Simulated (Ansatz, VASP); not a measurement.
**CoSi2: VASP beside Ansatz**

File INCAR:

```
SYSTEM = CoSi2
PREC = Accurate
ENCUT = 600
EDIFF = 1E-6
ISMEAR = 0
SIGMA = 0.1
LREAL = .False.
LASPH = .True.
NELM = 100
ALGO = Fast
ISIF = 3
LWAVE = .False.
LCHARG = .False.
GGA = PE
IVDW = 12
IBRION = 2
NSW = 100
EDIFFG = -0.01
```

File KPOINTS:

```
regular mesh
0
Gamma
  16 16 16
  0 0 0
```

The input POSCAR:

```
CoSi2
1.0
    0.0000000000      2.6564197500      2.6564197500
    2.6564197500      0.0000000000      2.6564197500
    2.6564197500      2.6564197500      0.0000000000
Co Si
1 2
Direct
    0.0000000000      0.0000000000      0.0000000000
    0.7500000000      0.7500000000      0.7500000000
    0.2500000000      0.2500000000      0.2500000000
```

Input for Ansatz:

```yaml
crystal:
  lattice:
    - [0.0, 2.65641975, 2.65641975]
    - [2.65641975, 0.0, 2.65641975]
    - [2.65641975, 2.65641975, 0.0]
  atoms:
    - { symbol: Co, position: [0.0, 0.0, 0.0] }
    - { symbol: Si, position: [0.75, 0.75, 0.75] }
    - { symbol: Si, position: [0.25, 0.25, 0.25] }
basis:
  ecutwfc: 420
kpoints:
  mp_grid: { grid: [16, 16, 16] }
hamiltonian:
  xc: pbe
  dispersion: d3bj
scf:
  occupations: { method: gaussian, width: 0.1 }
output:
  forces: true
  stress: true
  eigenvalues: true
  write_density: true
  write_potential: true
  elf: true
  volumetric_format: npy
relax:
  adjacent_minimum: "off"
  f_tol: 0.01
  max_steps: 80
  cell: { stress_tol: 0.05 }
```

Alike in both runs: task relaxation of cell and atoms; functional PBE; dispersion D3(BJ); k mesh 16 × 16 × 16; occupations gaussian, width 0.1 eV; no spin polarisation.

|  | VASP | Ansatz |
| --- | --- | --- |
| version | VASP 6.6.1 | Ansatz 0.2.0 |
| potentials or method | VASP PAW PBE potentials, release 64 (Co, Si) | scalar-relativistic, plane waves, PAW |
| plane-wave cutoff (eV) | 600 | 420 |
| valence electrons in the cell | 17 | 25 |

|  | VASP | Ansatz | Ansatz less VASP |
| --- | --- | --- | --- |
| gap on the k mesh at the Fermi level, each at its own relaxed structure (eV) | none | none | - |
| relaxed volume (Å³/atom) | 12.43 | 12.43 | +0.006 |
| relaxed cell length with the largest relative difference (Å) | 3.750 | 3.750 | +0.0006 |

A gap of «none» marks a metal or a gap that the smearing closes. The two sets of potentials don't hold the same shells in valence.

Caveats: pairwise dispersion overbinds metals, which lowers pressure and volume. Spin polarisation is off, so any magnetic state and its effect on volume and gap are missing.
